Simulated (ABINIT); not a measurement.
## How the form of the self-energy moves the gap of InP (F-43m)

Aim: compare treatments of exchange, screening and correlation for the gap of InP (F-43m).

Program: ABINIT 10.8.3. Level of theory: PBE and many-body steps on it, plane waves. Results are calculated unless marked as measured.

### Step 1. The starting structure

The structure is cubic, space group F-43m (No. 216). The conventional cell has a = 5.869 Å, b = 5.869 Å, c = 5.869 Å, α = 90.00°, β = 90.00°, γ = 90.00°. In has 4 P at 2.54 Å nearest. Nearest to P lie 4 In at 2.54 Å. Farther neighbours are not listed.

The cell and positions come from the Crystallography Open Database and are kept as given unless a step says otherwise.

### Step 2. Empty states on the mesh, 4×4×4 mesh, 171 bands

This step: ABINIT 10.8.3; DFT, PBE, plane waves, norm-conserving pseudopotentials.

The sums over transitions need many empty states on a uniform mesh; this step solves for them.

run.abi reads:

```
acell 3*1.0 Angstrom
rprim 
  -0.000000000000 2.934350000000 2.934350000000
  2.934350000000 -0.000000000000 2.934350000000
  2.934350000000 2.934350000000 -0.000000000000
ntypat 2
znucl 49 15
natom 2
typat 1 2
xred 
  0.000000000000 0.000000000000 0.000000000000
  0.250000000000 0.250000000000 0.250000000000
pp_dirpath "pseudos"
pseudos "In.upf, P.upf"
ecut 33
ngkpt 4 4 4
nshiftk 1
shiftk 0 0 0
kptopt 1
chksymbreak 0
irdden 1
istwfk *1
nband 171
prtvol 0
optdriver 6
gwr_task "HDIAGO"
paral_kgb 0
occopt 1
indata_prefix "in"
outdata_prefix "out"
tmpdata_prefix "tmp"
```

Started as:

```console
OMP_NUM_THREADS=1 mpirun -n 8 abinit run.abi > log
```

The program printed:

```text
.Version 10.8.3 of ABINIT. v10.8.2 released Aug 2026.

 Symmetries : space group F-4 3 m (#216); Bravais cF (face-center cubic)
[... echo of the input left out ...]
== DATASET  1 ==================================================================
-   mpi_nproc: 8, omp_nthreads: 1 (-1 if OMP is not activated)

--- !DatasetInfo
iteration_state: {dtset: 1, }
dimensions: {natom: 2, nkpt: 8, mband: 171, nsppol: 1, nspinor: 1, nspden: 1, mpw: 3119, }
cutoff_energies: {ecut:  33.0, pawecutdg:  -1.0, }
[...]
Direct band gap semiconductor
 Fundamental gap:     0.688 (eV)
   VBM:     4.922 (eV) at k: [ 0.0000E+00,  0.0000E+00,  0.0000E+00]
   CBM:     5.610 (eV) at k: [ 0.0000E+00,  0.0000E+00,  0.0000E+00]
 Direct gap:         0.688 (eV) at k: [ 0.0000E+00,  0.0000E+00,  0.0000E+00]

== END DATASET(S) ==============================================================
================================================================================

 -outvars: echo values of variables after computation  --------
           etotal      0.0000000000E+00
            nband         171
             nkpt           8
          spgroup         216
 [... the other variables as echoed above ...]

 Calculation completed.
```

It took 20 s on 8 MPI ranks of AMD EPYC 7R43, shared host; peak memory 4.6 GiB.

This step gave:

| Quantity | Value |
| --- | --- |
| gap | 0.6876 eV |
| k of the valence top | 0, 0, 0 |
| k of the conduction bottom | 0, 0, 0 |
| least direct gap | 0.6876 eV |
| k points computed | 8 |
| lowest point of the top converged band, above the valence top | 108.3063 eV |

On this mesh the gap is 0.688 eV.

The density comes from a self-consistent run that is not shown.

### Step 3. Screening, 4×4×4 mesh, 163 bands, screening to 190.5 eV

The RPA dielectric matrix is built and inverted for each q.

This step: RPA screening on PBE, plane waves, norm-conserving pseudopotentials.

run.abi, as its differences from that of step 2:

```diff
@@ -20,10 +20,11 @@
 chksymbreak 0
-irdden 1
 istwfk *1
-nband 171
-prtvol 0
-optdriver 6
-gwr_task "HDIAGO"
-paral_kgb 0
 occopt 1
+irdwfk 1
+optdriver 3
+nband 163
+ecuteps 7
+inclvkb 2
+awtr 1
+symchi 1
 indata_prefix "in"
```

The program printed:

```text
.Version 10.8.3 of ABINIT. v10.8.2 released Aug 2026.

 Symmetries : space group F-4 3 m (#216); Bravais cF (face-center cubic)
[... echo of the input left out ...]
== DATASET  1 ==================================================================
-   mpi_nproc: 8, omp_nthreads: 1 (-1 if OMP is not activated)

--- !DatasetInfo
iteration_state: {dtset: 1, }
dimensions: {natom: 2, nkpt: 8, mband: 163, nsppol: 1, nspinor: 1, nspden: 1, mpw: 3119, }
cutoff_energies: {ecut:  33.0, pawecutdg:  -1.0, }
electrons: {nelect:   2.60000000E+01, charge:   0.00000000E+00, occopt:   1.00000000E+00, tsmear:   1.00000000E-02, }

 SCREENING: Calculation of the susceptibility and dielectric matrices

 Based on a program developped by R.W. Godby, V. Olevano, G. Onida, and L. Reining.
 Incorporated in ABINIT by V. Olevano, G.-M. Rignanese, and M. Torrent.
.Using double precision arithmetic ; gwpc =  8

[... cell and pseudopotentials left out ...]
--------------------------------------------------------------------------------

 ==== K-mesh for the wavefunctions ====
 Number of points in the irreducible wedge :     8
[... list of points left out ...]
 Together with 24 symmetry operations and time-reversal symmetry
 yields    64 points in the full Brillouin Zone.

 ==== Q-mesh for the screening function ====
 Number of points in the irreducible wedge :     8
[... list of points left out ...]
 Together with 24 symmetry operations and time-reversal symmetry
 yields    64 points in the full Brillouin Zone.

 setmesh: FFT mesh size selected  =    30x   30x   30
          total number of points  =        27000

 vcoul_init : cutoff-mode = AUXILIARY_FUNCTION
 q-points for optical limit:   1
     1)      0.000010    0.000020    0.000030

- screening: taking advantage of time-reversal symmetry
- Maximum band index for partially occupied states nbvw = 13
- Remaining bands to be divided among processors   nbcw = 150
- Number of bands treated by each node ~18

 Number of electrons calculated from density =   26.0000; Expected =   26.0000
 average of density, n =  0.076245
 r_s =    1.4630
 omega_plasma =   26.6355 [eV]

 calculating chi0 at frequencies [eV] :
  1    0.000000E+00    0.000000E+00
  2    0.000000E+00    2.663552E+01

--------------------------------------------------------------------------------
  q-point number  1        q = ( 0.000000, 0.000000, 0.000000) [r.l.u.]
--------------------------------------------------------------------------------
[... chi0 elements left out ...]
 For q-point:  0.000010 0.000020 0.000030
  dielectric constant =  47.1978
  dielectric constant without local fields =  49.8103

  Average fulfillment of the sum rule on Im[epsilon] for q-point    1 :     74.02  [%]
[... wings left out ...]
  q-point number  2        q = ( 0.250000, 0.000000, 0.000000) [r.l.u.]
--------------------------------------------------------------------------------
[... chi0 elements left out ...]
  Average fulfillment of the sum rule on Im[epsilon] for q-point    2 :     84.09  [%]

 [... 6 further q-points ...]
```

The job ended after 28 s (8 MPI ranks; peak memory 1.7 GiB).

This step gave:

```
ε∞ with local fields, on this mesh, along the program's q direction : 47.20
the same without local fields                                       : 49.81
plasma frequency                                                    : 26.64 eV
plane waves in the screening matrix                                 : 307
```

Local fields lower ε∞ by 5 %. On a Γ-centred mesh this coarse the value itself is usually too large, while a short band sum pulls it down.

### Step 4. G0W0, Godby-Needs plasmon pole

The self-energy is evaluated for the states that the input lists, and the levels follow from it, in one-shot runs by the linearised quasiparticle equation.

This step: G0W0 on PBE, plane waves, norm-conserving pseudopotentials.

run.abi, as its differences from that of step 3:

```diff
@@ -23,8 +23,15 @@
 irdwfk 1
-optdriver 3
+optdriver 4
 nband 163
+gwcalctyp 0
+ecutsigx 33
+symsigma 1
+nkptgw 1
+kptgw 
+  0.0000000000 0.0000000000 0.0000000000
+bdgw 
+  11 17
 ecuteps 7
-inclvkb 2
-awtr 1
-symchi 1
+irdscr 1
+ppmodel 1
 indata_prefix "in"
```

The program printed:

```text
.Version 10.8.3 of ABINIT. v10.8.2 released Aug 2026.

 Symmetries : space group F-4 3 m (#216); Bravais cF (face-center cubic)
[... echo of the input left out ...]
== DATASET  1 ==================================================================
-   mpi_nproc: 8, omp_nthreads: 1 (-1 if OMP is not activated)

--- !DatasetInfo
iteration_state: {dtset: 1, }
dimensions: {natom: 2, nkpt: 8, mband: 163, nsppol: 1, nspinor: 1, nspden: 1, mpw: 3119, }
cutoff_energies: {ecut:  33.0, pawecutdg:  -1.0, }
electrons: {nelect:   2.60000000E+01, charge:   0.00000000E+00, occopt:   1.00000000E+00, tsmear:   1.00000000E-02, }

 SIGMA: Calculation of the GW corrections

 Based on a program developped by R.W. Godby, V. Olevano, G. Onida, and L. Reining.
 Incorporated in ABINIT by V. Olevano, G.-M. Rignanese, and M. Torrent.
.Using double precision arithmetic ; gwpc =  8

[... cell and pseudopotentials left out ...]
--------------------------------------------------------------------------------

 ==== K-mesh for the wavefunctions ====
 Number of points in the irreducible wedge :     8
[... list of points left out ...]
 Together with 24 symmetry operations and time-reversal symmetry
 yields    64 points in the full Brillouin Zone.

 ==== Q-mesh for screening function ====
 Number of points in the irreducible wedge :     8
[... list of points left out ...]
 Together with 24 symmetry operations and time-reversal symmetry
 yields    64 points in the full Brillouin Zone.

 vcoul_init : cutoff-mode = AUXILIARY_FUNCTION
 q-points for optical limit:   1
     1)      0.000010    0.000020    0.000030
 setmesh: FFT mesh size selected  =    45x   45x   45
          total number of points  =        91125

 Number of electrons calculated from density =   26.0000; Expected =   26.0000
 average of density, n =  0.076245
 r_s =    1.4630
 omega_plasma =   26.6355 [eV]

 === KS Band Gaps ===
  >>>> For spin  1
   Minimum direct gap =   0.6876 [eV], located at k-point      :   0.0000  0.0000  0.0000
   Fundamental gap    =   0.6876 [eV], Top of valence bands at :   0.0000  0.0000  0.0000
                                       Bottom of conduction at :   0.0000  0.0000  0.0000
 SIGMA fundamental parameters:
 PLASMON POLE MODEL  1
 number of plane-waves for SigmaX                 3119
 number of plane-waves for SigmaC and W            307
 number of plane-waves for wavefunctions          3119
 number of bands                                   163
 number of independent spin polarizations            1
 number of spinorial components                      1
 number of k-points in IBZ                           8
 number of q-points in IBZ                           8
 number of symmetry operations                      24
 number of k-points in BZ                           64
 number of q-points in BZ                           64
 number of frequencies for dSigma/dE                 9
 frequency step for dSigma/dE [eV]                0.25
 number of omega for Sigma on real axis              0
 max omega for Sigma on real axis  [eV]           0.00
 zcut for avoiding poles [eV]                     0.10

 EPSILON^-1 parameters (SCR file):
 dimension of the eps^-1 matrix on file            307
 dimension of the eps^-1 matrix used               307
 number of plane-waves for wavefunctions          3119
 number of bands                                   163
 number of q-points in IBZ                           8
 number of frequencies                               2
 number of real frequencies                          1
 number of imag frequencies                          1

 matrix elements of self-energy operator (all in [eV])

 Perturbative Calculation

--- !SelfEnergy_ee
iteration_state: {dtset: 1, }
kpoint     : [   0.000,    0.000,    0.000, ]
spin       : 1
KS_gap     :    0.688
QP_gap     :    1.347
Delta_QP_KS:    0.659
data: !SigmaeeData |
     Band     E0 <VxcDFT>   SigX SigC(E0)      Z dSigC/dE  Sig(E)    E-E0       E
       11   4.922 -12.904 -14.799   1.090   0.776  -0.289 -13.528  -0.624   4.298
       12   4.922 -12.904 -14.799   1.090   0.776  -0.289 -13.528  -0.624   4.298
       13   4.922 -12.904 -14.799   1.090   0.776  -0.289 -13.528  -0.624   4.298
       14   5.610 -11.727  -7.731  -3.952   0.790  -0.265 -11.692   0.035   5.645
       15   9.010 -10.776  -6.305  -4.314   0.794  -0.259 -10.652   0.124   9.134
       16   9.010 -10.776  -6.305  -4.314   0.794  -0.259 -10.652   0.124   9.134
       17   9.010 -10.776  -6.305  -4.314   0.794  -0.259 -10.652   0.124   9.134

== END DATASET(S) ==============================================================
================================================================================

 -outvars: echo values of variables after computation  --------
           etotal      0.0000000000E+00
            nband         163
             nkpt           8
          spgroup         216
 [... the other variables as echoed above ...]

 Calculation completed.
```

Wall time 9.4 s (8 MPI ranks); peak memory 1.7 GiB.

This step gave:

* G0W0 gap on the points computed: 1.347 eV
* starting gap on the mesh: 0.6876 eV
* k of the valence top: 0, 0, 0
* k of the conduction bottom: 0, 0, 0
* Z at the valence top: 0.776
* Z at the conduction bottom: 0.79
* least direct G0W0 gap on the computed points: 1.347 eV

The gap on the mesh goes from 0.69 eV to 1.35 eV, a correction of +0.66 eV.

### Step 5. G0W0, Hybertsen-Louie plasmon pole

run.abi, as its differences from that of step 4:

```diff
@@ -35,3 +35,3 @@
 irdscr 1
-ppmodel 1
+ppmodel 2
 indata_prefix "in"
```

The program printed:

```text
.Version 10.8.3 of ABINIT. v10.8.2 released Aug 2026.

 Symmetries : space group F-4 3 m (#216); Bravais cF (face-center cubic)
[... echo of the input left out ...]
== DATASET  1 ==================================================================
-   mpi_nproc: 8, omp_nthreads: 1 (-1 if OMP is not activated)

--- !DatasetInfo
iteration_state: {dtset: 1, }
dimensions: {natom: 2, nkpt: 8, mband: 163, nsppol: 1, nspinor: 1, nspden: 1, mpw: 3119, }
cutoff_energies: {ecut:  33.0, pawecutdg:  -1.0, }
electrons: {nelect:   2.60000000E+01, charge:   0.00000000E+00, occopt:   1.00000000E+00, tsmear:   1.00000000E-02, }

 SIGMA: Calculation of the GW corrections

 Based on a program developped by R.W. Godby, V. Olevano, G. Onida, and L. Reining.
 Incorporated in ABINIT by V. Olevano, G.-M. Rignanese, and M. Torrent.
.Using double precision arithmetic ; gwpc =  8

[... cell and pseudopotentials left out ...]
--------------------------------------------------------------------------------

 ==== K-mesh for the wavefunctions ====
 Number of points in the irreducible wedge :     8
[... list of points left out ...]
 Together with 24 symmetry operations and time-reversal symmetry
 yields    64 points in the full Brillouin Zone.

 ==== Q-mesh for screening function ====
 Number of points in the irreducible wedge :     8
[... list of points left out ...]
 Together with 24 symmetry operations and time-reversal symmetry
 yields    64 points in the full Brillouin Zone.

 vcoul_init : cutoff-mode = AUXILIARY_FUNCTION
 q-points for optical limit:   1
     1)      0.000010    0.000020    0.000030
 setmesh: FFT mesh size selected  =    45x   45x   45
          total number of points  =        91125

 Number of electrons calculated from density =   26.0000; Expected =   26.0000
[...]
number of q-points in BZ                           64
 number of frequencies for dSigma/dE                 9
 frequency step for dSigma/dE [eV]                0.25
 number of omega for Sigma on real axis              0
 max omega for Sigma on real axis  [eV]           0.00
 zcut for avoiding poles [eV]                     0.10

 EPSILON^-1 parameters (SCR file):
 dimension of the eps^-1 matrix on file            307
 dimension of the eps^-1 matrix used               307
 number of plane-waves for wavefunctions          3119
 number of bands                                   163
 number of q-points in IBZ                           8
 number of frequencies                               2
 number of real frequencies                          1
 number of imag frequencies                          1

 matrix elements of self-energy operator (all in [eV])

 Perturbative Calculation

--- !SelfEnergy_ee
iteration_state: {dtset: 1, }
kpoint     : [   0.000,    0.000,    0.000, ]
spin       : 1
KS_gap     :    0.688
QP_gap     :    1.436
Delta_QP_KS:    0.749
data: !SigmaeeData |
     Band     E0 <VxcDFT>   SigX SigC(E0)      Z dSigC/dE  Sig(E)    E-E0       E
       11   4.922 -12.904 -14.799   0.491   0.842  -0.188 -14.086  -1.182   3.740
       12   4.922 -12.904 -14.799   0.491   0.842  -0.188 -14.086  -1.182   3.740
       13   4.922 -12.904 -14.799   0.491   0.842  -0.188 -14.086  -1.182   3.740
       14   5.610 -11.727  -7.731  -4.506   0.849  -0.178 -12.160  -0.433   5.177
       15   9.010 -10.776  -6.305  -4.745   0.851  -0.175 -11.009  -0.233   8.777
       16   9.010 -10.776  -6.305  -4.745   0.851  -0.175 -11.009  -0.233   8.777
       17   9.010 -10.776  -6.305  -4.745   0.851  -0.175 -11.009  -0.233   8.777

== END DATASET(S) ==============================================================
================================================================================

 -outvars: echo values of variables after computation  --------
           etotal      0.0000000000E+00
            nband         163
             nkpt           8
          spgroup         216
 [... the other variables as echoed above ...]

 Calculation completed.
```

Run time: 11 s. Hardware: 8 MPI ranks; peak memory 1.5 GiB.

This step gave:

- G0W0 gap on the points computed: 1.437 eV
- starting gap on the mesh: 0.6876 eV
- k of the valence top: 0, 0, 0
- k of the conduction bottom: 0, 0, 0
- Z at the valence top: 0.842
- Z at the conduction bottom: 0.849
- least direct G0W0 gap on the computed points: 1.437 eV

Against G0W0 in ABINIT (4×4×4 mesh, 163 bands, screening to 190.5 eV, Godby-Needs plasmon pole), the gap moves by +0.090 eV.

### Step 6. G0W0, von der Linden-Horsch plasmon pole

run.abi, as its differences from that of step 5:

```diff
@@ -35,3 +35,3 @@
 irdscr 1
-ppmodel 2
+ppmodel 3
 indata_prefix "in"
```

The program printed:

```text
.Version 10.8.3 of ABINIT. v10.8.2 released Aug 2026.

 Symmetries : space group F-4 3 m (#216); Bravais cF (face-center cubic)
[... echo of the input left out ...]
== DATASET  1 ==================================================================
-   mpi_nproc: 8, omp_nthreads: 1 (-1 if OMP is not activated)

--- !DatasetInfo
iteration_state: {dtset: 1, }
dimensions: {natom: 2, nkpt: 8, mband: 163, nsppol: 1, nspinor: 1, nspden: 1, mpw: 3119, }
cutoff_energies: {ecut:  33.0, pawecutdg:  -1.0, }
[...]
15   9.010 -10.776  -6.305  -4.852   0.860  -0.163 -11.104  -0.328   8.682
       16   9.010 -10.776  -6.305  -4.852   0.860  -0.163 -11.104  -0.328   8.682
       17   9.010 -10.776  -6.305  -4.852   0.860  -0.163 -11.104  -0.328   8.682

== END DATASET(S) ==============================================================
================================================================================

 -outvars: echo values of variables after computation  --------
           etotal      0.0000000000E+00
            nband         163
             nkpt           8
          spgroup         216
 [... the other variables as echoed above ...]

 Calculation completed.
```

Run time: 6.7 s. Hardware: 8 MPI ranks; peak memory 1.4 GiB.

Numbers from this step:

```yaml
g0w0_gap_on_the_points_computed: 1.354 eV
starting_gap_on_the_mesh: 0.6876 eV
k_of_the_valence_top: 0, 0, 0
k_of_the_conduction_bottom: 0, 0, 0
least_direct_g0w0_gap_on_the_computed_points: 1.354 eV
```

Against G0W0 in ABINIT (4×4×4 mesh, 163 bands, screening to 190.5 eV, Godby-Needs plasmon pole), the gap moves by +0.007 eV.

(Part 1 of 2 ends here.)

[Paths, hosts, dates, memory and timing lines, banners, echoed tables and standing remarks are left out of the program output.]

[Logs are printed without paths, hosts, clocks, repeated set-up lines and the standing remarks that a program may print on its own settings, such as how far it seeks lower states.]

[Runs of the session that timed out or met a known fault of the program may be left out.]

[Hosts, paths, dates, database ids (printed as entryN), source tags and the programs' standing remarks are cut or masked in the printed files.]

[G0W0 gaps are taken among the corrected bands and points alone; a level outside them can change the order at an edge.]

[Where Ansatz stands beside ABINIT at settings called matched, ABINIT's density can come from a denser mesh and the files from another edition; pairs whose starting gaps differed by over 0.03 eV were left out, so agreement reads better than it is.]
